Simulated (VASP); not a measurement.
# ZnS: single point with PBE

**Experimental background.**

A printed reference work, monograph reports, for a bulk crystal of ZnS at 4 K: band gap 3.911 eV (direct).

ZnS:

```xyz
4
Lattice="3.8454 0.0000 0.0000 -1.9227 3.3302 0.0000 0.0000 0.0000 6.3139" Properties=species:S:1:pos:R:3 pbc="T T T"
Zn    0.0000    2.2201    0.0306
Zn    1.9227    1.1101    3.1875
S     0.0000    2.2201    2.4002
S     1.9227    1.1101    5.5572
```

| Quantity | Value |
| --- | --- |
| Program | VASP 6.6.1 |
| Task | single point |
| Functional | PBE |
| Potentials or basis | VASP PAW PBE potentials, release 64 (Zn, S) |
| Cutoff | 520 eV |
| k mesh | 6 × 6 × 4 |
| Occupations | gaussian, width 0.1 eV |
| Spin | no spin polarisation |
| Dipole correction | no |
| Further INCAR settings | ALGO = Fast; EDIFF = 1e-06; NBANDS = 26 |

```
Pressure               : -0.1 GPa
Largest force          : 0.034 eV/Å
Band gap on the k mesh : 2.08 eV, direct
```

Forces in eV/Å, atoms in the order of the input:
```
Zn   0.000  0.000  0.034
Zn   0.000  0.000  0.034
S    0.000  0.000 -0.034
S    0.000  0.000 -0.034
```

Stress tensor (GPa, compression positive):
```
 0.07  0.00  0.00
 0.00  0.07  0.00
 0.00  0.00 -0.29
```

Levels at points of the mesh, in eV from the valence-band top:
```tsv
k point	band 15	band 16	band 17	band 18	band 19	band 20	band 21	band 22
(0.00, 0.00, 0.00)	-0.85	-0.07	0.00	0.00	2.08	3.05	6.33	6.33
(0.50, 0.00, 0.00)	-3.13	-2.13	-1.59	-0.85	3.69	4.17	5.14	6.95
(0.00, 0.00, 0.50)	-0.44	-0.44	-0.44	-0.44	3.47	3.47	6.75	6.75
(0.50, 0.00, 0.50)	-1.56	-1.56	-1.54	-1.54	3.54	3.54	5.23	5.23
```

It took 36 s on 1 thread of AMD EPYC 9R45 (Zen 5), on a shared host, peak memory 0.18 GiB.

Measured gap of ZnS: 3.911 eV (direct; 4 K; a printed reference work, monograph). This calculation gives 2.08 eV (-1.84 eV). The value is that of PBE, without temperature or zero-point motion. Semilocal functionals fall short of measured gaps as a rule.
